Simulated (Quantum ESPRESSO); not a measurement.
# BN (F-43m) in Quantum ESPRESSO: a series of runs, part 4 of 4

Quantum ESPRESSO 7.5. Earlier steps stand in the parts before.

## Step 6: Phonons, PBEsol

pw.in reads:

```
&CONTROL
  calculation = 'scf'
  prefix = 'pwscf'
  outdir = './tmp'
  pseudo_dir = './pseudo'
  tprnfor = .true.
  tstress = .true.
  disk_io = 'low'
/
&SYSTEM
  ibrav = 0
  nat = 2
  ntyp = 2
  ecutwfc = 45
  ecutrho = 360
  nbnd = 9
  occupations = 'smearing'
  smearing = 'fd'
  degauss = 0.00367493
/
&ELECTRONS
  conv_thr = 4d-10
  electron_maxstep = 120
  mixing_beta = 0.5
/
ATOMIC_SPECIES
N     14.0070 n_pbesol_v1.2.uspp.F.UPF
B     10.8100 b_pbesol_v1.4.uspp.F.UPF
CELL_PARAMETERS angstrom
   0.0000000000    1.8130010000    1.8130010000
   1.8130010000    0.0000000000    1.8130010000
   1.8130010000    1.8130010000    0.0000000000
ATOMIC_POSITIONS crystal
N      0.2500000000    0.2500000000    0.2500000000
B      0.0000000000    0.0000000000    0.0000000000
K_POINTS automatic
8 8 8 1 1 1
```

relax.in reads:

```
&CONTROL
  calculation = 'vc-relax'
  prefix = 'pwscf'
  outdir = './tmp'
  pseudo_dir = './pseudo'
  tprnfor = .true.
  tstress = .true.
  disk_io = 'low'
  nstep = 40
  forc_conv_thr = 0.0001
  etot_conv_thr = 1d-06
/
&SYSTEM
  ibrav = 0
  nat = 2
  ntyp = 2
  ecutwfc = 45
  ecutrho = 360
  nbnd = 9
  occupations = 'smearing'
  smearing = 'fd'
  degauss = 0.00367493
/
&ELECTRONS
  conv_thr = 4d-10
  electron_maxstep = 120
  mixing_beta = 0.5
/
&IONS
  ion_dynamics = 'bfgs'
/
&CELL
  cell_dynamics = 'bfgs'
  press = 0
  press_conv_thr = 0.2
/
ATOMIC_SPECIES
N     14.0070 n_pbesol_v1.2.uspp.F.UPF
B     10.8100 b_pbesol_v1.4.uspp.F.UPF
CELL_PARAMETERS angstrom
   0.0000000000    1.8130010000    1.8130010000
   1.8130010000    0.0000000000    1.8130010000
   1.8130010000    1.8130010000    0.0000000000
ATOMIC_POSITIONS crystal
N      0.2500000000    0.2500000000    0.2500000000
B      0.0000000000    0.0000000000    0.0000000000
K_POINTS automatic
8 8 8 1 1 1
```

scf2.in reads:

```
&CONTROL
  calculation = 'scf'
  prefix = 'pwscf'
  outdir = './tmp'
  pseudo_dir = './pseudo'
  tprnfor = .true.
  tstress = .true.
  disk_io = 'low'
/
&SYSTEM
  ibrav = 0
  nat = 2
  ntyp = 2
  ecutwfc = 45
  ecutrho = 360
  nbnd = 9
  occupations = 'fixed'
/
&ELECTRONS
  conv_thr = 1d-13
  electron_maxstep = 120
  mixing_beta = 0.5
  startingpot = 'file'
  startingwfc = 'file'
/
ATOMIC_SPECIES
N     14.0070 n_pbesol_v1.2.uspp.F.UPF
B     10.8100 b_pbesol_v1.4.uspp.F.UPF
CELL_PARAMETERS angstrom
   0.0000000000    1.8036749627    1.8036749627
   1.8036749627    0.0000000000    1.8036749627
   1.8036749627    1.8036749627    0.0000000000
ATOMIC_POSITIONS crystal
N      0.2500000000    0.2500000000    0.2500000000
B      0.0000000000    0.0000000000    0.0000000000
K_POINTS automatic
8 8 8 1 1 1
```

ph.in reads:

```
phonons of BN
&INPUTPH
  prefix = 'pwscf'
  outdir = './tmp'
  tr2_ph = 1d-16
  fildyn = 'dyn'
  niter_ph = 60
  alpha_mix(1) = 0.7
  epsil = .true.
/
0.0000000000 0.0000000000 0.0000000000
```

dynmat.in reads:

```
&INPUT
  fildyn = 'dyn'
  asr = 'crystal'
  lperm = .true.
  filout = 'dynmat.disp'
  fileig = 'dynmat.eig'
/
```

dynmat_lo.in reads:

```
&INPUT
  fildyn = 'dyn'
  asr = 'crystal'
  filout = 'dynmat_lo.disp'
  fileig = 'dynmat_lo.eig'
  q(1) = 0
  q(2) = 0
  q(3) = 1
/
```

Potentials or basis: GBRV 1.5 PBEsol.

On the command line:

```bash
OMP_NUM_THREADS=1 pw.x -in pw.in > pw.out
OMP_NUM_THREADS=1 pw.x -in relax.in > relax.out
OMP_NUM_THREADS=1 pw.x -in scf2.in > scf2.out
OMP_NUM_THREADS=1 ph.x -in ph.in > ph.out
OMP_NUM_THREADS=1 dynmat.x -in dynmat.in > dynmat.out
OMP_NUM_THREADS=1 dynmat.x -in dynmat_lo.in > dynmat_lo.out
```

pw.out:

```text
This program is part of the open-source Quantum ESPRESSO suite
     for quantum simulation of materials; please cite
[... 9 lines left out ...]
     --------------------
     sticks:   dense  smooth     PW     G-vecs:    dense   smooth      PW
     Sum         583     295    109                 9377     3287     725

     Using Slab Decomposition

     bravais-lattice index     =            0
     lattice parameter (alat)  =       4.8452  a.u.
     unit-cell volume          =      80.4305 (a.u.)^3
     number of atoms/cell      =            2
     number of atomic types    =            2
     number of electrons       =         8.00
     number of Kohn-Sham states=            9
     kinetic-energy cutoff     =      45.0000  Ry
     charge density cutoff     =     360.0000  Ry
     scf convergence threshold =      4.0E-10
     mixing beta               =       0.5000
     number of iterations used =            8  plain     mixing
     Exchange-correlation= SLA  PW   PSX  PSC
                           (   1   4  10   8   0   0   0)

     celldm(1)=   4.845202  celldm(2)=   0.000000  celldm(3)=   0.000000
     celldm(4)=   0.000000  celldm(5)=   0.000000  celldm(6)=   0.000000

     crystal axes: (cart. coord. in units of alat)
               a(1) = (   0.000000   0.707107   0.707107 )
               a(2) = (   0.707107   0.000000   0.707107 )
               a(3) = (   0.707107   0.707107   0.000000 )

     reciprocal axes: (cart. coord. in units 2 pi/alat)
               b(1) = ( -0.707107  0.707107  0.707107 )
               b(2) = (  0.707107 -0.707107  0.707107 )
               b(3) = (  0.707107  0.707107 -0.707107 )

     PseudoPot. # 1 for N  read from file:
     n_pbesol_v1.2.uspp.F.UPF
     Pseudo is Ultrasoft + core correction, Zval =  5.0
     Generated by new atomic code, or converted to UPF format
     Using radial grid of  729 points,  4 beta functions with:
                l(1) =   0
                l(2) =   0
                l(3) =   1
                l(4) =   1
     Q(r) pseudized with  8 coefficients,  rinner =    0.900   0.900   0.900

     PseudoPot. # 2 for B  read from file:
     b_pbesol_v1.4.uspp.F.UPF
     Pseudo is Ultrasoft + core correction, Zval =  3.0
     Generated by new atomic code, or converted to UPF format
     Using radial grid of  781 points,  4 beta functions with:
                l(1) =   0
                l(2) =   0
                l(3) =   1
                l(4) =   1
     Q(r) pseudized with  8 coefficients,  rinner =    1.100   1.100   1.100

     atomic species   valence    mass     pseudopotential
     N                 5.00    14.00700     N ( 1.00)
     B                 3.00    10.81000     B ( 1.00)

     24 Sym. Ops. (no inversion) found

   Cartesian axes

     site n.     atom                  positions (alat units)
         1        N      tau(   1) = (   0.3535534   0.3535534   0.3535534  )
         2        B      tau(   2) = (   0.0000000   0.0000000   0.0000000  )

     number of k points=    60  Fermi-Dirac smearing, width (Ry)=  0.0037
                       cart. coord. in units 2pi/alat
        k(    1) = (   0.0441942   0.0441942   0.0441942), wk =   0.0078125
        k(    2) = (   0.1325825   0.1325825  -0.0441942), wk =   0.0234375
        k(    3) = (   0.2209709   0.2209709  -0.1325825), wk =   0.0234375
        k(    4) = (   0.3093592   0.3093592  -0.2209709), wk =   0.0234375
        k(    5) = (  -0.3093592  -0.3093592   0.3977476), wk =   0.0234375
        k(    6) = (  -0.2209709  -0.2209709   0.3093592), wk =   0.0234375
[... 52 lines left out ...]
        k(   59) = (   0.3093592   0.3093592   0.3093592), wk =   0.0078125
        k(   60) = (  -0.3093592  -0.3093592   0.9280777), wk =   0.0234375

     Dense  grid:     9377 G-vectors     FFT dimensions: (  30,  30,  30)

     Smooth grid:     3287 G-vectors     FFT dimensions: (  24,  24,  24)

     Initial potential from superposition of free atoms

     starting charge       7.9997, renormalised to       8.0000
     Starting wfcs are    8 randomized atomic wfcs +    1 random wfcs

     Self-consistent Calculation

     iteration #  1     ecut=    45.00 Ry     beta= 0.50
     Davidson diagonalization with overlap
     ethr =  1.00E-02,  avg # of iterations =  4.5

     total energy              =     -26.60882389 Ry
     estimated scf accuracy    <       0.20697128 Ry
[... 43 lines left out ...]
     iteration #  8     ecut=    45.00 Ry     beta= 0.50
     Davidson diagonalization with overlap
     ethr =  1.47E-10,  avg # of iterations =  1.1

     End of self-consistent calculation

          k = 0.0442 0.0442 0.0442 (   411 PWs)   bands (ev):

    -9.0655  10.4496  10.8789  10.8789  19.8298  19.8683  19.8683  21.4652
    35.2017
[... 128 lines left out ...]
    -3.6697   2.2706   5.8158   6.1713  15.5904  20.2884  28.4939  28.5389
    31.2914

          k =-0.5745 0.1326-0.0442 (   415 PWs)   bands (ev):

    -4.3329   3.1452   5.5790   6.3285  16.9316  21.4207  26.6523  27.7524
    30.7779

          k =-0.4861 0.2210-0.1326 (   411 PWs)   bands (ev):

    -4.9045   2.4149   6.4339   7.4860  19.0262  23.4225  24.5115  25.4981
    30.7168

          k =-0.4861 0.0442 0.0442 (   416 PWs)   bands (ev):

    -5.5735   4.5587   6.7137   6.9004  16.6413  21.1624  26.4422  26.4971
    30.1957

          k =-0.3977 0.1326-0.0442 (   414 PWs)   bands (ev):

    -6.4361   5.0713   7.1726   8.1040  18.3405  22.7182  23.9547  24.9184
    29.9362

          k =-0.3094 0.0442 0.0442 (   413 PWs)   bands (ev):
[... 141 lines left out ...]
    -4.7255   0.6792   7.7170   8.6660  20.5910  22.2639  22.4822  26.3712
    32.5973

     the Fermi energy is    13.0681 ev

!    total energy              =     -26.64788837 Ry
     estimated scf accuracy    <          1.1E-10 Ry
     smearing contrib. (-TS)   =       0.00000000 Ry
     internal energy E=F+TS    =     -26.64788837 Ry

     The total energy is F=E-TS. E is the sum of the following terms:
     one-electron contribution =       4.48917124 Ry
     hartree contribution      =       3.57624312 Ry
     xc contribution           =      -8.45243993 Ry
     ewald contribution        =     -26.26086280 Ry

     convergence has been achieved in   8 iterations

     Forces acting on atoms (cartesian axes, Ry/au):

     atom    1 type  1   force =     0.00000000   -0.00000000    0.00000000
     atom    2 type  2   force =    -0.00000000    0.00000000   -0.00000000

     Total force =     0.000000     Total SCF correction =     0.000000

     Computing stress (Cartesian axis) and pressure

          total   stress  (Ry/bohr**3)                   (kbar)     P=      -57.72
  -0.00039239  -0.00000000   0.00000000          -57.72       -0.00        0.00
  -0.00000000  -0.00039239   0.00000000           -0.00      -57.72        0.00
   0.00000000   0.00000000  -0.00039239            0.00        0.00      -57.72

=------------------------------------------------------------------------------=
   JOB DONE.
=------------------------------------------------------------------------------=
```

Wall time 50 s (1 thread of Arm Neoverse V2, shared host); peak memory 0.05 GiB.

What came out:

- Free energy: -362.5662 eV
- Relaxed volume: 5.87 Å³/atom
- Relaxed cell: a = 2.551 Å, b = 2.551 Å, c = 2.551 Å, α = 60.00°, β = 60.00°, γ = 60.00°
- Space group after relaxing (to 0.05 Å): F-43m (No. 216)
- Pressure after relaxing: 0.0 GPa
- Electronic dielectric tensor (diagonal): 4.62
- Born charges (mean of the diagonal): N -1.91; B +1.90 e
- Highest phonon frequency at Γ, LO-TO splitting left out: 1047 cm⁻¹
- Static dielectric tensor (diagonal): 6.90

The path:
| step | energy change (eV) | largest force (eV/Å) | pressure (GPa) | volume (Å³) |
| --- | --- | --- | --- | --- |
| 1 | 0.0000 | 0.0000 | -5.77 | 11.92 |
| 2 | -0.0005 | 0.0000 | 5.55 | 11.57 |
| 3 | -0.0033 | 0.0000 | -0.11 | 11.74 |
| 4 | -0.0033 | 0.0000 | 0.00 | 11.74 |

Final structure:
```xyz
2
Lattice="0.0000 1.8037 1.8037 1.8037 0.0000 1.8037 1.8037 1.8037 0.0000" Properties=species:S:1:pos:R:3 pbc="T T T"
N     0.9018    0.9018    0.9018
B     0.0000    0.0000    0.0000
```

Phonon frequencies in cm⁻¹ (negative: imaginary):
```
              q point                 frequencies
(0.000, 0.000, 0.000)  -15 -15 -15 1047 1047 1047
```

Electronic dielectric tensor:
```
4.62 0.00 0.00
0.00 4.62 0.00
0.00 0.00 4.62
```

Born effective charge tensors (e):
atom 1, N
```
-1.91  0.00  0.00
 0.00 -1.91  0.00
 0.00  0.00 -1.91
```
atom 2, B
```
1.90 0.00 0.00
0.00 1.90 0.00
0.00 0.00 1.90
```

Optical modes at Γ, degenerate ones joined, polar ones without the macroscopic field:
```
cm⁻¹  components  symmetry     active in  IR intensity, summed ((D/Å)²/amu)
1047           3        T2  IR and Raman                              41.12
```

Zone-centre frequencies without and with the macroscopic field along z (cm⁻¹):
```csv
,optical modes in rising order
without,1047 1047 1047
with the field,1047 1047 1279
```

Static dielectric tensor, electrons and zone-centre modes:
```
6.90 0.00 0.00
0.00 6.90 0.00
0.00 0.00 6.90
```

## Step 7: Overview

```tsv
potentials or basis	cell	cutoff (eV)	pressure (GPa)
PseudoDojo 0.4.1 SR PBEsol standard	relaxed	1143	0.0
PseudoDojo 0.4.1 SR PBEsol standard	relaxed to 10 GPa	1143	10.0
PseudoDojo 0.4.1 SR PBEsol standard	relaxed to 25 GPa	1143	25.0
PseudoDojo 0.4.1 SR PBEsol standard	relaxed to 80 GPa	1143	80.0
GBRV 1.5 PBEsol	relaxed	612	0.0
```

Alike in all rows: task phonons; level PBEsol; no spin polarisation; k mesh 8 × 8 × 8, shifted; smearing fermi-dirac 0.05 eV.

Caveats: the cell is more than 3 GPa from zero pressure, which shifts response properties (some runs); the volume moved by over 15 % at a fixed basis, so the end points are rough (some runs).

Absolute energies hang on the potentials; compare differences alone.
